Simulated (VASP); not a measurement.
# In4Sb3As (Cm) in VASP: notebook, part 2 of 2

VASP 6.6.1. The steps go on from the part before.

**3. Band structure, PBEsol**

This run uses another cell than the first one, of 30.85 Å³/atom, 0.968 times its volume.

Contents of POSCAR:

```
In4Sb3As                                
1.0
   -3.1369219293      3.1369219295     -0.0000000001
   -3.1360628979     -6.2729848180      3.1336761408
    3.1376716198      3.1376716198      6.2713175011
  In              Sb              As            
     4     3     1
Direct
     0.1903064196717554    0.3806128393438817    0.0497624073144048
     0.9410356682896637    0.8820713365793530    0.3123819177392435
     0.6919530338718761    0.3839060677444776    0.5767311018292830
     0.4267405923400736    0.8534811846790452    0.8109163205111928
     0.9995826811374826    0.9991653622748770    0.9938500184286033
     0.7506976140730247    0.5013952281461261    0.2513049644760583
     0.5016752446346074    0.0033504892691664    0.5074392045287959
     0.2480087459815160    0.4960174919630727    0.7476140651724188
```

Contents of INCAR.step1:

```
PREC     = Accurate       # precision mode
ENCUT    = 200            # plane-wave cutoff, eV
EDIFF    = 1E-6           # SCF threshold, eV
ISMEAR   = 0              # smearing method
SIGMA    = 0.02           # smearing width, eV
LREAL    = F              # projectors in reciprocal space
LASPH    = T              # aspherical terms in the spheres
NELM     = 100            # most SCF steps
ALGO     = Fast           # electronic algorithm
ISIF     = 2              # what is computed and relaxed
LWAVE    = F              # write WAVECAR
LCHARG   = T              # write CHGCAR
GGA      = PS             # functional
NBANDS   = 46             # bands
KPAR     = 2
```

Contents of KPOINTS.step1:

```
Automatic mesh
0
Gamma
  8 8 5
```

Contents of INCAR.step2:

```
PREC     = Accurate       # precision mode
ENCUT    = 200            # plane-wave cutoff, eV
EDIFF    = 1E-6           # SCF threshold, eV
ISMEAR   = 0              # smearing method
SIGMA    = 0.05           # smearing width, eV
LREAL    = F              # projectors in reciprocal space
LASPH    = T              # aspherical terms in the spheres
NELM     = 100            # most SCF steps
ALGO     = Fast           # electronic algorithm
ISIF     = 2              # what is computed and relaxed
LWAVE    = F              # write WAVECAR
LCHARG   = F              # write CHGCAR
GGA      = PS             # functional
NBANDS   = 46             # bands
ICHARG   = 11             # starting density
KPAR     = 2
```

Contents of KPOINTS.step2:

```
path GYFLI,I1ZF1,YX1,XGN,MG
20
line-mode
reciprocal
 0.0000000000  0.0000000000  0.0000000000  G
 0.0000000000 -0.5000000000  1.0000000000  Y

 0.0000000000 -0.5000000000  1.0000000000  Y
 0.0000000000  0.2031250031  1.2812500004  F

 0.0000000000  0.2031250031  1.2812500004  F
 0.0000000000 -0.5000000000  0.5000000000  L

 0.0000000000 -0.5000000000  0.5000000000  L
 0.4687499998 -0.7343749999  0.5000000000  I

 0.5312500002 -0.2656250001 -0.5000000000  I1
 0.0000000000  0.0000000000 -0.5000000000  Z

 0.0000000000  0.0000000000 -0.5000000000  Z
 0.0000000000 -1.2031250031 -0.2812500004  F1

 0.0000000000 -0.5000000000  1.0000000000  Y
 0.3124999985 -0.6562499993  1.0000000000  X1

 0.6875000015 -0.3437500007  0.0000000000  X
 0.0000000000  0.0000000000  0.0000000000  G

 0.0000000000  0.0000000000  0.0000000000  G
 0.5000000000 -0.5000000000  0.5000000000  N

 0.5000000000 -0.5000000000  0.0000000000  M
 0.0000000000  0.0000000000  0.0000000000  G
```

Potentials or basis: VASP PAW PBE potentials, release 64 (In_d, Sb, As).

Launch:

```console
$ cat potpaw_PBE.64/In_d/POTCAR potpaw_PBE.64/Sb/POTCAR potpaw_PBE.64/As/POTCAR > POTCAR
$ cp INCAR.step1 INCAR
$ cp KPOINTS.step1 KPOINTS
$ mpirun -np 2 vasp_std > vasp.out
$ cp INCAR.step2 INCAR
$ cp KPOINTS.step2 KPOINTS
$ mpirun -np 2 vasp_std > vasp.out
```

OUTCAR:

```text
PREC = Accurate
   ENCUT = 200
   EDIFF = 1E-6
   ISMEAR = 0
   LREAL = F
   LASPH = T
   NELM = 100
   ISIF = 2
   GGA = PS
   ICHARG = 11

 ion  position               nearest neighbor table
   1  0.190  0.381  0.050-   8 2.61   6 2.76   6 2.76   5 2.76
   2  0.941  0.882  0.312-   5 2.73   7 2.74   7 2.74   6 2.76
   3  0.692  0.384  0.577-   8 2.64   8 2.64   7 2.76   6 2.78
   4  0.427  0.853  0.811-   8 2.59   5 2.74   5 2.74   7 2.75
   5  1.000  0.999  0.994-   2 2.73   4 2.74   4 2.74   1 2.76
   6  0.751  0.501  0.251-   2 2.76   1 2.76   1 2.76   3 2.78
   7  0.502  0.003  0.507-   2 2.74   2 2.74   4 2.75   3 2.76
   8  0.248  0.496  0.748-   4 2.59   1 2.61   3 2.64   3 2.64

  LATTYP: Found a base centered monoclinic cell.
 ALAT       =    14.7085030665
 B/A-ratio  =     0.3016131225
 C/A-ratio  =     0.5223106501
 COS(beta)  =    -0.1746993024

  Lattice vectors:

 A1 = (  -6.2729848272,  -3.1360628885,   3.1336761407)
 A2 = (  -3.1360628979,  -6.2729848180,   3.1336761408)
 A3 = (   3.1376716198,   3.1376716198,   6.2713175011)

Analysis of symmetry for initial positions (statically):
=====================================================================
 Subroutine PRICEL returns:
 Original cell was already a primitive cell.

 Routine SETGRP: Setting up the symmetry group for a
 base centered monoclinic supercell.

 Subroutine GETGRP returns: Found  2 space group operations
 (whereof  2 operations were pure point group operations)
 out of a pool of  4 trial point group operations.

The static configuration has the point symmetry C_1h.

Analysis of symmetry for dynamics (positions and initial velocities):
=====================================================================
 Subroutine PRICEL returns:
 Original cell was already a primitive cell.

 Routine SETGRP: Setting up the symmetry group for a
 base centered monoclinic supercell.

[... 128 lines left out ...]
   IMIX   =      4    mixing-type and parameters
     AMIX     =   0.40;   BMIX     =  1.00
     AMIX_MAG =   1.60;   BMIX_MAG =  1.00
  volume/ion in A,a.u.               =      30.85       208.18
  Fermi-wavevector in a.u.,A,eV,Ry     =   1.085786  2.051838 16.040340  1.178932
  Thomas-Fermi vector in A             =   2.221908
   LORBIT       =      0    0 simple, 1 ext, 2 COOP (PROOUT), +10 PAW based schemes
   GGA     = PS    functional components
   LHFCALC =     F    Hartree Fock is set to
   AEXX    =    0.0000 exact exchange contribution
   IVDW    =     0    specifies the selected vdW correction
   LEPSILON=     F    determine dielectric tensor
   LRPA    =     F    only Hartree local field effects (RPA)
 non-spin polarized calculation
 RMM-DIIS sequential band-by-band and
 Gauss-broadening in eV      SIGMA  =   0.05
  energy-cutoff  :      200.00
  volume of cell :      246.79
 maximum number of plane-waves:      1603

 number of electron      71.9999939 magnetization

 Free energy of the ion-electron system (eV)
  ---------------------------------------------------
  ext. energy  EPLUGINS =         0.00000000
  ---------------------------------------------------
  free energy    TOTEN  =       -26.59590205 eV

  energy without entropy =      -26.59408208  energy(sigma->0) =      -26.59499206

 E-fermi :   5.4412     XC(G=0):  -9.1761

 val. band max:        5.4365127510   @ k =   0.0000  -0.0189   1.0345
 cond. band min:       5.4412591828   @ k =   0.0000   0.0000   0.0000
 fundamental gap:      0.0047464317
 Fermi energy:         5.4412089853

 k-point     1 :       0.0000    0.0000    0.0000
  band No.  band energies     occupation
      1      -9.4876      2.00000
      2      -9.4221      2.00000
      3      -9.3789      2.00000
      4      -9.3642      2.00000
      5      -9.3455      2.00000
      6      -9.3129      2.00000
[... 1165 lines left out ...]
     45       9.3181      0.00000
     46       9.4823      0.00000

 [... further k-points ...]
[... 5 lines left out ...]
  --------------------------------------------------------------------------------------
  -------------------------------------------------------------------------------------
  Total       -2.4863020     -2.4863020     -3.9203739     -6.1843216      0.6200398      0.6200397
  in kB      -16.1413722    -16.1413721    -25.4515399    -40.1493617      4.0253733      4.0253728
  external PRESSURE =     -19.2447614 kB  Pullay stress =       0.0000000 kB

 VOLUME and BASIS-vectors are now :
 -----------------------------------------------------------------------------
  energy-cutoff  :      200.00
  volume of cell :      246.79
      direct lattice vectors                 reciprocal lattice vectors
    -3.136921929  3.136921930 -0.000000000    -0.199249274  0.119534560  0.039882943
    -3.136062898 -6.272984818  3.133676141    -0.079714714 -0.079714714  0.079765885
     3.137671620  3.137671620  6.271317501     0.039832156  0.039832156  0.119598402

 POSITION                                       TOTAL-FORCE (eV/Angst)
 -----------------------------------------------------------------------------------
     -1.63446     -1.63446      1.50479        -0.014999     -0.014999     -0.332972
     -4.73803     -1.60111      4.72317         0.016517      0.016517     -0.341638
     -1.56496      1.57196      4.81990         0.013047      0.013047     -0.246015
     -1.47083     -1.47083      7.76005         0.093013      0.093013     -0.373395
     -3.15068     -0.01376      9.36381        -0.068781     -0.068781      0.313703
     -3.13877     -0.00185      3.14722        -0.005353     -0.005353      0.309849
      0.00795      3.14488      3.19281        -0.007052     -0.007052      0.382896
      0.01224      0.01224      6.24288        -0.026393     -0.026393      0.287572
 -----------------------------------------------------------------------------------
    total drift:                                0.000058     -0.008734      0.116921

  FREE ENERGIE OF THE ION-ELECTRON SYSTEM (eV)
  ---------------------------------------------------
  free  energy   TOTEN  =       -26.5959020531 eV

  energy  without entropy=      -26.5940820753  energy(sigma->0) =      -26.59499206
```

OUTCAR.step1:

```text
PREC = Accurate
   ENCUT = 200
   EDIFF = 1E-6
   ISMEAR = 0
   LREAL = F
[... 1425 lines left out ...]
     -3.15068     -0.01376      9.36381        -0.000168     -0.000168     -0.007802
     -3.13877     -0.00185      3.14722         0.002816      0.002816      0.003718
      0.00795      3.14488      3.19281         0.005136      0.005136      0.006617
      0.01224      0.01224      6.24288        -0.004127     -0.004127     -0.007348
 -----------------------------------------------------------------------------------
    total drift:                                0.000226     -0.002004      0.004261

  FREE ENERGIE OF THE ION-ELECTRON SYSTEM (eV)
  ---------------------------------------------------
  free  energy   TOTEN  =       -30.8657864806 eV

  energy  without entropy=      -30.8657576886  energy(sigma->0) =      -30.86577208
```

OSZICAR.step1:

```text
N       E                     dE             d eps       ncg     rms          rms(c)
DAV:   1     0.410875400806E+03    0.41088E+03   -0.19645E+04  8684   0.772E+02
DAV:   2    -0.231880822473E+01   -0.41319E+03   -0.40479E+03  9216   0.274E+02
DAV:   3    -0.310809881880E+02   -0.28762E+02   -0.28561E+02 10266   0.862E+01
DAV:   4    -0.317019065823E+02   -0.62092E+00   -0.62014E+00  9952   0.136E+01
DAV:   5    -0.317214892662E+02   -0.19583E-01   -0.19582E-01 12820   0.198E+00    0.947E+00
RMM:   6    -0.309792346432E+02    0.74225E+00   -0.13249E+00  9189   0.635E+00    0.516E+00
RMM:   7    -0.308757768057E+02    0.10346E+00   -0.76468E-01  8959   0.338E+00    0.130E+00
RMM:   8    -0.308634713977E+02    0.12305E-01   -0.93901E-02  9441   0.200E+00    0.433E-01
RMM:   9    -0.308651093325E+02   -0.16379E-02   -0.17208E-02 10770   0.688E-01    0.350E-01
RMM:  10    -0.308656497491E+02   -0.54042E-03   -0.40254E-03 10343   0.391E-01    0.172E-01
RMM:  11    -0.308657518368E+02   -0.10209E-03   -0.15797E-03 10722   0.224E-01    0.661E-02
RMM:  12    -0.308657772533E+02   -0.25417E-04   -0.52407E-04 10275   0.155E-01    0.511E-02
RMM:  13    -0.308657771553E+02    0.97945E-07   -0.22533E-04 10377   0.869E-02    0.463E-02
RMM:  14    -0.308657852541E+02   -0.80988E-05   -0.10386E-04 10283   0.508E-02    0.536E-02
RMM:  15    -0.308657863777E+02   -0.11236E-05   -0.15804E-05 10998   0.221E-02    0.749E-02
RMM:  16    -0.308657864806E+02   -0.10286E-06   -0.43082E-06  7370   0.963E-03
   1 F= -.30865786E+02 E0= -.30865772E+02  d E =-.287920E-04
```

It took 2.4 min on 2 MPI ranks of Intel Xeon 6975P-C (Granite Rapids), shared host; peak memory 0.49 GiB.

The run converged, but a check on its numbers failed (symmetry, net force, bounds or a known fault of this set-up), so they aren't taken as properties of the crystal.

Caveat: the cutoff lies under the usual one of these potentials, so the numbers hold a large basis-set error; the log is that of the step along the path at fixed density, whose energy, stress, charges and moments have no meaning; the PAW data sets were made with another functional, which shifts forces and pressure a little; spin-orbit coupling is left out, which moves the levels of the heavy elements.

**4. Band structure, PBEsol**

This run uses another cell than the first one, of 33.17 Å³/atom, 1.041 times its volume.

Contents of INCAR:

```
PREC = Accurate
ENCUT = 520
EDIFF = 1E-6
ISMEAR = 0
SIGMA = 0.02
LREAL = F
LASPH = T
NELM = 80
ALGO = Normal
ISIF = 2
LWAVE = F
LCHARG = F
GGA = PS
KPAR = 2
```

Contents of KPOINTS:

```
regular mesh
0
Gamma
  3 3 2
```

Contents of POSCAR:

```
In4Sb3As                                
1.0
   -3.2851697105      3.2851697105     -0.0000000001
   -3.1959403503     -6.4811100508      3.1534383839
    3.2088900592      3.2088900591      6.2556007377
  In              Sb              As            
     4     3     1
Direct
     0.1902611447100560    0.3805222894201021    0.0506624522421873
     0.9403075045842739    0.8806150091685776    0.3142225959370830
     0.6927706027135787    0.3855412054271258    0.5787740766178618
     0.4265732623531262    0.8531465247063104    0.8117312348921409
     0.9992774981799866    0.9985549963599628    0.9921667381476108
     0.7504467188118220    0.5008934376236118    0.2496574539677366
     0.5021153173069079    0.0042306346138333    0.5060407678864529
     0.2482479513402484    0.4964959026804764    0.7467446803089265
```

Contents of KPOINTS_OPT:

```
path GYFLI,I1ZF1,YX1,XGN,MG
20
line-mode
reciprocal
 0.0000000000  0.0000000000  0.0000000000  G
 0.0000000000 -0.5000000000  1.0000000000  Y

 0.0000000000 -0.5000000000  1.0000000000  Y
 0.0000000000  0.2031250031  1.2812500004  F

 0.0000000000  0.2031250031  1.2812500004  F
 0.0000000000 -0.5000000000  0.5000000000  L

 0.0000000000 -0.5000000000  0.5000000000  L
 0.4687499998 -0.7343749999  0.5000000000  I

 0.5312500002 -0.2656250001 -0.5000000000  I1
 0.0000000000  0.0000000000 -0.5000000000  Z

 0.0000000000  0.0000000000 -0.5000000000  Z
 0.0000000000 -1.2031250031 -0.2812500004  F1

 0.0000000000 -0.5000000000  1.0000000000  Y
 0.3124999985 -0.6562499993  1.0000000000  X1

 0.6875000015 -0.3437500007  0.0000000000  X
 0.0000000000  0.0000000000  0.0000000000  G

 0.0000000000  0.0000000000  0.0000000000  G
 0.5000000000 -0.5000000000  0.5000000000  N

 0.5000000000 -0.5000000000  0.0000000000  M
 0.0000000000  0.0000000000  0.0000000000  G
```

Launch:

```console
$ cat potpaw_PBE.64/In_d/POTCAR potpaw_PBE.64/Sb/POTCAR potpaw_PBE.64/As/POTCAR > POTCAR
$ mpirun -np 2 vasp_std > vasp.out
```

It took 21 min on 2 MPI ranks of AMD EPYC 7R43 (Zen 3), shared host; peak memory 0.34 GiB.

The run converged. Its results:

```
Free energy             : -31.1671 eV
Pressure                : 0.0 GPa
Largest force           : 0.009 eV/Å
Band gap on the k mesh  : 0.18 eV, direct
Band gap along the path : 0.04 eV, indirect (least direct gap 0.05 eV)
```

Forces on the atoms (eV/Å):
```
In  -0.005 -0.005  0.001
In   0.002  0.002 -0.002
In  -0.006 -0.006 -0.004
In   0.000  0.000  0.003
Sb   0.001  0.001 -0.007
Sb   0.001  0.001  0.003
Sb   0.005  0.005  0.004
As   0.001  0.001  0.002
```

Levels at the corners of the path, in eV from the valence-band top:
```csv
point,band 33,band 34,band 35,band 36,band 37,band 38,band 39,band 40
Γ,-0.98,-0.66,-0.12,-0.12,0.06,0.47,1.40,1.61
Y,-0.79,-0.74,-0.60,-0.36,0.09,0.59,0.98,1.10
Y,-0.79,-0.74,-0.60,-0.36,0.09,0.59,0.98,1.10
F,-1.20,-1.01,-0.85,-0.80,0.82,1.21,1.48,1.79
F,-1.20,-1.01,-0.85,-0.80,0.82,1.21,1.48,1.79
L,-1.71,-1.69,-0.94,-0.66,0.99,1.47,1.55,1.58
L,-1.71,-1.69,-0.94,-0.66,0.99,1.47,1.55,1.58
I,-2.02,-1.98,-1.22,-1.12,1.35,1.42,1.56,1.68
I1,-2.02,-1.98,-1.22,-1.12,1.35,1.42,1.56,1.68
Z,-1.17,-1.16,-1.00,-1.00,1.17,1.67,1.78,1.79
Z,-1.17,-1.16,-1.00,-1.00,1.17,1.67,1.78,1.79
F1,-1.20,-1.01,-0.85,-0.80,0.82,1.21,1.48,1.79
Y,-0.79,-0.74,-0.60,-0.36,0.09,0.59,0.98,1.10
X1,-1.95,-1.77,-1.43,-1.27,1.65,2.16,2.26,2.55
X,-1.95,-1.77,-1.43,-1.27,1.65,2.16,2.26,2.55
Γ,-0.98,-0.66,-0.12,-0.12,0.06,0.47,1.40,1.61
Γ,-0.98,-0.66,-0.12,-0.12,0.06,0.47,1.40,1.61
N,-1.80,-1.52,-1.09,-0.89,0.48,1.30,1.43,1.70
M,-2.28,-2.15,-1.63,-1.43,2.17,2.30,2.47,2.53
Γ,-0.98,-0.66,-0.12,-0.12,0.06,0.47,1.40,1.61
```

Caveat: the k mesh is coarse (spacing up to 0.47 Å⁻¹), so the values aren't converged; the PAW data sets were made with another functional, which shifts forces and pressure a little; spin-orbit coupling is left out, which moves the levels of the heavy elements; the mesh misses the band edges, which the band path finds closer together. As with any semilocal functional, this PBEsol gap is likely too small.
